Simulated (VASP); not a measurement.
# ZrSe2 (P-3m1) in VASP: a series of runs

Runs on ZrSe2. Level: PBE. Tasks: single point.

Everything below comes from runs of VASP 6.6.1. Logs are shortened: lines on timing, memory, paths and dates and some standing lists are left out, and cuts for length are marked.

## Step 1: The crystal as given

The structure is trigonal, space group P-3m1 (No. 164). Conventional cell: a = 3.798 Å, b = 3.798 Å, c = 6.192 Å, α = 90.00°, β = 90.00°, γ = 120.00°. Zr (site symmetry -3m) is surrounded by 6 Se at 2.68 Å. Se (site symmetry 3m) is surrounded by 3 Zr at 2.68 Å.

## Step 2: Single point, PBE, spin-orbit coupling, no magnetisation

File INCAR:

```
SYSTEM = ZrSe2
PREC = Accurate ; ENCUT = 500
EDIFF = 1E-7 ; ISMEAR = 0
SIGMA = 0.02 ; LREAL = .FALSE.
LASPH = .TRUE. ; NELM = 100
ALGO = Normal ; ISIF = 2
LWAVE = .FALSE. ; LCHARG = .FALSE.
MAGMOM = 0 0 0 0 0 0 0 0 0 ; LORBIT = 11
LSORBIT = .TRUE. ; GGA_COMPAT = .FALSE.
LMAXMIX = 4 ; GGA = PE
NBANDS = 40
```

File KPOINTS:

```
Automatic mesh
0
G
  4 4 2
  0 0 0
```

File POSCAR:

```
ZrSe2
1.0
    3.7980000000      0.0000000000      0.0000000000
   -1.8990000000      3.2891644836      0.0000000000
    0.0000000000      0.0000000000      6.1920000000
Zr Se
1 2
Direct
    0.0000000000      0.0000000000      0.0000000000
    0.6666666667      0.3333333333      0.7500000000
    0.3333333333      0.6666666667      0.2500000000
```

Potentials or basis: VASP PAW PBE potentials, release 64 (Zr_sv, Se).

On the command line:

```sh
$ cat potpaw_PBE.64/Zr_sv/POTCAR potpaw_PBE.64/Se/POTCAR > POTCAR
$ mpirun -np 1 vasp_ncl > vasp.out
```

OUTCAR:

```text
SYSTEM = ZrSe2
   PREC = Accurate
   ENCUT = 500
   EDIFF = 1E-7
   ISMEAR = 0
   LREAL = .FALSE.
   LASPH = .TRUE.
   NELM = 100
   ISIF = 2
   LORBIT = 11
   LSORBIT = .TRUE.
   GGA = PE

 Found      8 irreducible k-points:

 Following reciprocal coordinates:
            Coordinates               Weight
  0.000000  0.000000  0.000000      1.000000
  0.250000 -0.000000  0.000000      6.000000
  0.500000 -0.000000  0.000000      3.000000
  0.250000  0.250000  0.000000      6.000000
  0.000000  0.000000  0.500000      1.000000
  0.250000 -0.000000  0.500000      6.000000
   k-points           NKPTS =      8   k-points in BZ     NKDIM =      8   number of bands    NBANDS=     40
   number of dos      NEDOS =    301   number of ions     NIONS =      3
   total plane-waves  NPLWV =  37632
   dimension x,y,z NGX =    28 NGY =   28 NGZ =   48
   dimension x,y,z NGXF=    56 NGYF=   56 NGZF=   96
   ions per type =               1   2
   NGX,Y,Z   is equivalent  to a cutoff of  12.26, 12.26, 12.89 a.u.
   NGXF,Y,Z  is equivalent  to a cutoff of  24.51, 24.51, 25.77 a.u.
 SYSTEM =  ZrSe2
   PREC   = accura    normal or accurate (medium, high low for compatibility)
   ISTART =      0    job   : 0-new  1-cont  2-samecut
   ICHARG =      2    charge: 1-file 2-atom 10-const
   ISPIN  =      1    spin polarized calculation?
   LNONCOLLINEAR =      T non collinear calculations
   LSORBIT =      T    spin-orbit coupling
   LASPH  =      T    aspherical Exc in radial PAW
   ENCUT  =  500.0 eV  36.75 Ry    6.06 a.u.   6.92  6.92 11.29*2*pi/ulx,y,z
   NELM   =    100;   NELMIN=  2; NELMDL= -5     # of ELM steps
   EDIFF  = 0.1E-06   stopping-criterion for ELM
   LREAL  =      F    real-space projection
   EDIFFG = 0.1E-05   stopping-criterion for IOM
   NSW    =      0    number of steps for IOM
   IBRION =     -1    ionic relax: 0-MD 1-quasi-New 2-CG
   NFREE  =      0    steps in history (QN), initial steepest desc. (CG)
   ISIF   =      2    stress and relaxation
   ISYM   =      2    0-nonsym 1-usesym 2-fastsym
   POTIM  = 0.5000    time-step for ionic-motion
   TEBEG  =    0.0;   TEEND  =   0.0 temperature during run
   PSTRESS=    0.0 pullay stress
   NELECT =      24.0000    total number of electrons
   NUPDOWN=      -1.0000    fix difference up-down
   EMIN   =  10.00;   EMAX   =-10.00  energy-range for DOS
   EFERMI =   0.00;   METHOD = LEGACY
   ISMEAR =     0;   SIGMA  =   0.02  broadening in eV -4-tet -1-fermi 0-gaus
   EFERMI_NEDOS =   21; number of points for ismear=-14 and -15
   IALGO  =     38    algorithm
   IMIX   =      4    mixing-type and parameters
     AMIX     =   0.40;   BMIX     =  1.00
     AMIX_MAG =   1.60;   BMIX_MAG =  1.00
  volume/ion in A,a.u.               =      25.78       174.00
  Fermi-wavevector in a.u.,A,eV,Ry     =   1.108293  2.094371 16.712230  1.228314
[... 285 lines left out ...]
  external PRESSURE =      25.1216635 kB  Pullay stress =       0.0000000 kB

 VOLUME and BASIS-vectors are now :
 -----------------------------------------------------------------------------
  energy-cutoff  :      500.00
  volume of cell :       77.35
      direct lattice vectors                 reciprocal lattice vectors
     3.798000000  0.000000000  0.000000000     0.263296472  0.152014289  0.000000000
    -1.899000000  3.289164484  0.000000000     0.000000000  0.304028578  0.000000000
     0.000000000  0.000000000  6.192000000     0.000000000  0.000000000  0.161498708

 POSITION                                       TOTAL-FORCE (eV/Angst)
 -----------------------------------------------------------------------------------
      0.00000      0.00000      0.00000         0.000000      0.000000      0.000000
      1.89900      1.09639      4.64400        -0.000000      0.000000     -0.257100
     -0.00000      2.19278      1.54800         0.000000     -0.000000      0.257100
 -----------------------------------------------------------------------------------
    total drift:                               -0.000000     -0.000000     -0.000000

  FREE ENERGIE OF THE ION-ELECTRON SYSTEM (eV)
  ---------------------------------------------------
  free  energy   TOTEN  =       -19.5669170213 eV

  energy  without entropy=      -19.5669170213  energy(sigma->0) =      -19.56691702

 Spin-Orbit-Coupling matrix elements

 Ion:    1  E_soc:     -0.1418476
 l=   1
     0.0000000    -0.0225782    -0.0225839
    -0.0225782     0.0000000    -0.0225782
    -0.0225839    -0.0225782     0.0000000
 l=   2
     0.0000000    -0.0002802     0.0000000    -0.0002802    -0.0006918
    -0.0002802     0.0000000    -0.0004920    -0.0003867    -0.0002802
     0.0000000    -0.0004920     0.0000000    -0.0004920     0.0000000
    -0.0002802    -0.0003867    -0.0004920     0.0000000    -0.0002802
    -0.0006918    -0.0002802     0.0000000    -0.0002802     0.0000000
 l=   3
     0.0000000     0.0000000     0.0000000     0.0000000     0.0000000     0.0000000     0.0000000
     0.0000000     0.0000000     0.0000000     0.0000000     0.0000000     0.0000000     0.0000000
     0.0000000     0.0000000     0.0000000     0.0000000     0.0000000     0.0000000     0.0000000
     0.0000000     0.0000000     0.0000000     0.0000000     0.0000000     0.0000000     0.0000000
[... 29 lines left out ...]
 l=   2
     0.0000000     0.0000010     0.0000000     0.0000010     0.0000013
     0.0000010     0.0000000     0.0000045     0.0000045     0.0000010
     0.0000000     0.0000045     0.0000000     0.0000045     0.0000000
     0.0000010     0.0000045     0.0000045     0.0000000     0.0000010
     0.0000013     0.0000010     0.0000000     0.0000010     0.0000000
 l=   3
     0.0000000     0.0000000     0.0000000     0.0000000     0.0000000     0.0000000     0.0000000
     0.0000000     0.0000000     0.0000000     0.0000000     0.0000000     0.0000000     0.0000000
     0.0000000     0.0000000     0.0000000     0.0000000     0.0000000     0.0000000     0.0000000
     0.0000000     0.0000000     0.0000000     0.0000000     0.0000000     0.0000000     0.0000000
     0.0000000     0.0000000     0.0000000     0.0000000     0.0000000     0.0000000     0.0000000
     0.0000000     0.0000000     0.0000000     0.0000000     0.0000000     0.0000000     0.0000000
     0.0000000     0.0000000     0.0000000     0.0000000     0.0000000     0.0000000     0.0000000

 total charge

# of ion       s       p       d       tot
------------------------------------------
    1        2.166   6.012   1.452   9.631
    2        1.459   2.419   0.027   3.906
    3        1.459   2.419   0.027   3.906
--------------------------------------------------
tot          5.085  10.851   1.506  17.442

 magnetization (x)

# of ion       s       p       d       tot
------------------------------------------
    1        0.000   0.000   0.000   0.000
    2        0.000   0.000  -0.000  -0.000
    3        0.000   0.000  -0.000  -0.000
--------------------------------------------------
tot          0.000   0.000  -0.000  -0.000

 magnetization (y)

# of ion       s       p       d       tot
------------------------------------------
    1        0.000   0.000   0.000   0.000
    2       -0.000  -0.000   0.000  -0.000
    3       -0.000  -0.000   0.000  -0.000
--------------------------------------------------
tot         -0.000  -0.000   0.000  -0.000

 magnetization (z)

# of ion       s       p       d       tot
------------------------------------------
    1        0.000   0.000  -0.000  -0.000
    2        0.000   0.000   0.000   0.000
    3        0.000   0.000   0.000   0.000
--------------------------------------------------
tot          0.000   0.000  -0.000  -0.000
```

stdout:

```text
POSCAR found type information on POSCAR ZrSe
 POSCAR found :  2 types and       3 ions
 scaLAPACK will be used
 LDA part: xc-table for (Slater+PW92), standard interpolation
 POSCAR, INCAR and KPOINTS ok, starting setup
 FFT: planning ... GRIDC
 FFT: planning ... GRID_SOFT
 FFT: planning ... GRID
 WAVECAR not read
 entering main loop
```

Run time: 53 s. Hardware: 1 thread of Intel Xeon Platinum 8559C (Emerald Rapids), shared host; peak memory 0.34 GiB.

The run converged, but some of its settings lie outside the range that counts as converged, so its numbers aren't taken as properties of the crystal.

Results:

```
Free energy                                           : -19.5669 eV
Pressure                                              : 2.5 GPa
Largest force                                         : 0.257 eV/Å
Valence electrons inside the program's atomic spheres : Zr 9.63; Se 3.91
```

Caveat: the k mesh is coarse (spacing up to 0.51 Å⁻¹), so the values aren't converged; this functional lacks dispersion, which binds the layers, so the pressure and a relaxed spacing across them are unreliable.

## Step 3: Single point, PBE, spin-orbit coupling, no magnetisation

Edit INCAR of step 2 so:

```diff
@@ -1,3 +1,3 @@
 SYSTEM = ZrSe2
-PREC = Accurate ; ENCUT = 500
+PREC = Accurate ; ENCUT = 250
 EDIFF = 1E-7 ; ISMEAR = 0
```

File KPOINTS:

```
Automatic mesh
0
G
  6 6 3
  0 0 0
```

POSCAR is that of step 2.

Potentials or basis: VASP PAW PBE potentials, release 64 (Zr_sv, Se).

On the command line:

```sh
$ cat potpaw_PBE.64/Zr_sv/POTCAR potpaw_PBE.64/Se/POTCAR > POTCAR
$ mpirun -np 1 vasp_ncl > vasp.out
```

It took 30 s on 1 thread of Intel Xeon Platinum 8559C (Emerald Rapids), shared host; peak memory 0.19 GiB.

The run converged, but some of its settings lie outside the range that counts as converged, so its numbers aren't taken as properties of the crystal.

What came out:

```
Free energy                                           : -19.6511 eV
Largest force                                         : 0.306 eV/Å
Valence electrons inside the program's atomic spheres : Zr 9.63; Se 3.90
```

Caveat: the cutoff is under 1.25 times the usual one of these potentials, so pressure, stress and relaxed cells hold a basis-set (Pulay) error; this functional lacks dispersion, which binds the layers, so the pressure and a relaxed spacing across them are unreliable.

## Step 4: Single point, PBE, spin-orbit coupling, no magnetisation

Edit INCAR of step 3 so:

```diff
@@ -1,3 +1,3 @@
 SYSTEM = ZrSe2
-PREC = Accurate ; ENCUT = 250
+PREC = Accurate ; ENCUT = 350
 EDIFF = 1E-7 ; ISMEAR = 0
```

File KPOINTS:

```
Automatic mesh
0
G
  5 5 3
  0 0 0
```

POSCAR is that of step 3.

On the command line:

```sh
$ cat potpaw_PBE.64/Zr_sv/POTCAR potpaw_PBE.64/Se/POTCAR > POTCAR
$ mpirun -np 1 vasp_ncl > vasp.out
```

It took 41 s on 1 thread of Intel Xeon Platinum 8559C (Emerald Rapids), shared host; peak memory 0.25 GiB.

The run converged, but some of its settings lie outside the range that counts as converged, so its numbers aren't taken as properties of the crystal.

What came out:

```
Free energy                                           : -19.6318 eV
Pressure                                              : 2.0 GPa
Largest force                                         : 0.288 eV/Å
Valence electrons inside the program's atomic spheres : Zr 9.64; Se 3.90
```

Caveat: the k mesh is coarse (spacing up to 0.38 Å⁻¹), so the values aren't converged; this functional lacks dispersion, which binds the layers, so the pressure and a relaxed spacing across them are unreliable.

## Step 5: Single point, PBE, spin-orbit coupling, no magnetisation

Edit INCAR of step 4 so:

```diff
@@ -1,3 +1,3 @@
 SYSTEM = ZrSe2
-PREC = Accurate ; ENCUT = 350
+PREC = Accurate ; ENCUT = 400
 EDIFF = 1E-7 ; ISMEAR = 0
```

KPOINTS is that of step 4.

POSCAR is that of step 4.

Potentials or basis: VASP PAW PBE potentials, release 64 (Zr_sv, Se).

On the command line:

```sh
$ cat potpaw_PBE.64/Zr_sv/POTCAR potpaw_PBE.64/Se/POTCAR > POTCAR
$ mpirun -np 1 vasp_ncl > vasp.out
```

OUTCAR:

```text
SYSTEM = ZrSe2
   PREC = Accurate
   ENCUT = 400
   EDIFF = 1E-7
   ISMEAR = 0
   LREAL = .FALSE.
   LASPH = .TRUE.
   NELM = 100
   ISIF = 2
   LORBIT = 11
   LSORBIT = .TRUE.
   GGA = PE

 Found     12 irreducible k-points:

 Following reciprocal coordinates:
            Coordinates               Weight
  0.000000  0.000000  0.000000      1.000000
  0.200000 -0.000000  0.000000      6.000000
  0.400000 -0.000000  0.000000      6.000000
  0.200000  0.200000  0.000000      6.000000
  0.400000  0.200000  0.000000      6.000000
  0.000000  0.000000  0.333333      2.000000
   k-points           NKPTS =     12   k-points in BZ     NKDIM =     12   number of bands    NBANDS=     40
[... 406 lines left out ...]
     0.0000000     0.0000000     0.0000000     0.0000000     0.0000000     0.0000000     0.0000000
     0.0000000     0.0000000     0.0000000     0.0000000     0.0000000     0.0000000     0.0000000
     0.0000000     0.0000000     0.0000000     0.0000000     0.0000000     0.0000000     0.0000000
     0.0000000     0.0000000     0.0000000     0.0000000     0.0000000     0.0000000     0.0000000
     0.0000000     0.0000000     0.0000000     0.0000000     0.0000000     0.0000000     0.0000000

 total charge

# of ion       s       p       d       tot
------------------------------------------
    1        2.168   6.011   1.460   9.639
    2        1.461   2.414   0.028   3.902
    3        1.461   2.414   0.028   3.902
--------------------------------------------------
tot          5.089  10.838   1.515  17.443

 magnetization (x)

# of ion       s       p       d       tot
------------------------------------------
    1        0.000   0.000  -0.000  -0.000
    2        0.000   0.000   0.000   0.000
    3        0.000   0.000   0.000   0.000
--------------------------------------------------
tot          0.000   0.000   0.000   0.000

 magnetization (y)

# of ion       s       p       d       tot
------------------------------------------
    1        0.000   0.000   0.000   0.000
    2        0.000   0.000   0.000   0.000
    3        0.000   0.000   0.000   0.000
--------------------------------------------------
tot          0.000   0.000   0.000   0.000

 magnetization (z)

# of ion       s       p       d       tot
------------------------------------------
    1        0.000   0.000  -0.000  -0.000
    2        0.000   0.000   0.000   0.000
    3        0.000   0.000   0.000   0.000
--------------------------------------------------
tot          0.000   0.000  -0.000  -0.000
```

OSZICAR:

```text
N       E                     dE             d eps       ncg     rms          rms(c)
DAV:   1     0.152555731539E+03    0.15256E+03   -0.95887E+03   976   0.893E+02
DAV:   2    -0.924684516848E+01   -0.16180E+03   -0.15391E+03  1184   0.248E+02
DAV:   3    -0.205264315445E+02   -0.11280E+02   -0.11147E+02  1416   0.559E+01
DAV:   4    -0.212605145160E+02   -0.73408E+00   -0.72942E+00  1448   0.110E+01
DAV:   5    -0.212787334652E+02   -0.18219E-01   -0.18218E-01  1272   0.145E+00    0.138E+01
DAV:   6    -0.196850048185E+02    0.15937E+01   -0.21384E+00  1032   0.115E+01    0.536E+00
DAV:   7    -0.196326542019E+02    0.52351E-01   -0.43591E-01  1232   0.355E+00    0.264E+00
DAV:   8    -0.196331506972E+02   -0.49650E-03   -0.72388E-02  1160   0.149E+00    0.622E-01
DAV:   9    -0.196340502687E+02   -0.89957E-03   -0.64918E-03  1176   0.494E-01    0.417E-01
DAV:  10    -0.196343232313E+02   -0.27296E-03   -0.83784E-04  1336   0.204E-01    0.114E-01
DAV:  11    -0.196344189169E+02   -0.95686E-04   -0.17251E-04  1208   0.957E-02    0.444E-02
DAV:  12    -0.196344146965E+02    0.42204E-05   -0.12491E-05  1192   0.284E-02    0.119E-02
DAV:  13    -0.196344217052E+02   -0.70088E-05   -0.10464E-05  1160   0.173E-02    0.607E-03
DAV:  14    -0.196344227346E+02   -0.10294E-05   -0.70694E-07  1136   0.436E-03    0.393E-03
DAV:  15    -0.196344229609E+02   -0.22630E-06   -0.20693E-07  1056   0.251E-03    0.877E-04
DAV:  16    -0.196344229804E+02   -0.19502E-07   -0.10727E-07   976   0.176E-03
   1 F= -.19634423E+02 E0= -.19634423E+02  d E =-.135710E-24  mag=     0.0000    -0.0000     0.0000
```

stdout:

```text
POSCAR found type information on POSCAR ZrSe
 POSCAR found :  2 types and       3 ions
 scaLAPACK will be used
 LDA part: xc-table for (Slater+PW92), standard interpolation
 POSCAR, INCAR and KPOINTS ok, starting setup
 FFT: planning ... GRIDC
 FFT: planning ... GRID_SOFT
 FFT: planning ... GRID
 WAVECAR not read
 entering main loop
```

Run time: 53 s. Hardware: 1 thread of Intel Xeon Platinum 8559C (Emerald Rapids), shared host; peak memory 0.31 GiB.

The run converged, but some of its settings lie outside the range that counts as converged, so its numbers aren't taken as properties of the crystal.

Results:

| Item | Value |
| --- | --- |
| Free energy | -19.6344 eV |
| Pressure | 2.2 GPa |
| Largest force | 0.283 eV/Å |
| Valence electrons inside the program's atomic spheres | Zr 9.64; Se 3.90 |

Caveat: the k mesh is coarse (spacing up to 0.38 Å⁻¹), so the values aren't converged; this functional lacks dispersion, which binds the layers, so the pressure and a relaxed spacing across them are unreliable.
